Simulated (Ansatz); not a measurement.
**Stress against strain in W**

```xyz
1
Lattice="0.0000 2.0300 2.0300 2.0300 0.0000 2.0300 2.0300 2.0300 0.0000" Properties=species:S:1:pos:R:3 pbc="T T T"
W     0.0000    0.0000    0.0000
```

The geometry is COD entry 1534935, unchecked; take it as a test cell.

Spin–orbit coupling is left out, though it moves levels of the heavy atoms by tenths of an eV or more.

Level of theory: DFT, PBE, all-electron LAPW, scalar-relativistic in Ansatz 0.2.0.

Sampling and basis: a Γ-centred 14×14×14 k mesh, Fermi–Dirac smearing of 0.05 eV, basis error target 0.25 meV/atom, no spin polarisation.

The strain is applied along the Cartesian axes of the cell as listed (the other components stay zero). Fractional coordinates are held (clamped ions).

σ is the change of stress from the unstrained cell, which is at -4.57 GPa; tension is positive, so slopes are stress–strain coefficients at that pressure. In a metal the k mesh adds noise.

Only quantities that a quadratic follows smoothly over the whole series are listed; rougher ones are left out.

```csv
εxx = εyy,σzz (GPa),σxx (GPa)
-0.0300,-23.80,-15.50
-0.0200,-15.73,-9.52
-0.0100,-7.74,-4.42
0.0000,0.00,0.00
0.0200,13.81,7.51
0.0300,19.78,10.76
```

(1) Fit the series and read off the stiffness at zero strain.

(2) One run, at εxx = εyy = 0.0100, is withheld. Predict its row.

## Answers

(1) Least-squares fits y = p0 + p1 x + p2 x² to the rows give σzz (GPa): p1 = 731, p2 = -2100; σxx (GPa): p1 = 434, p2 = -2700. So 2 C12 = 731 GPa and C11 + C12 = 434 GPa.

(2) The fits give 6.99, 4.15; the run gave 7.17, 3.98.
